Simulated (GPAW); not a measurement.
The system is MgO.

```
Mg O
1.0
     0.00000    2.09700    2.09700
     2.09700    0.00000    2.09700
     2.09700    2.09700    0.00000
Mg O
1 1
Direct
  0.00000 0.00000 0.00000
  0.50000 0.50000 0.50000
```

The cell is a database's computed one.

Base run:

- Program: GPAW 26.7.0
- Functional: BLYP
- Potentials or basis: PAW data sets generated in the run's folder for this functional
- Cutoff: 800 eV
- Basis: pw
- k mesh: 11 × 11 × 11
- Occupations: fermi-dirac, width 0.05 eV
- Spin: no spin polarisation

Its results: band gap on the k mesh 5.17 eV, direct; pressure 8.6 GPa.

Task: The run is repeated on the same cell with these changes: functional from BLYP to AM05. What comes out?

Result: Band gap on the k mesh 4.86 eV, direct; pressure 3.7 GPa.

AM05 binds more tightly than BLYP, so the same cell stands under less pressure.

Caveats: an odd mesh through Γ misses points on the zone boundary, where band edges often lie.

Not every run made on this cell is shown here.
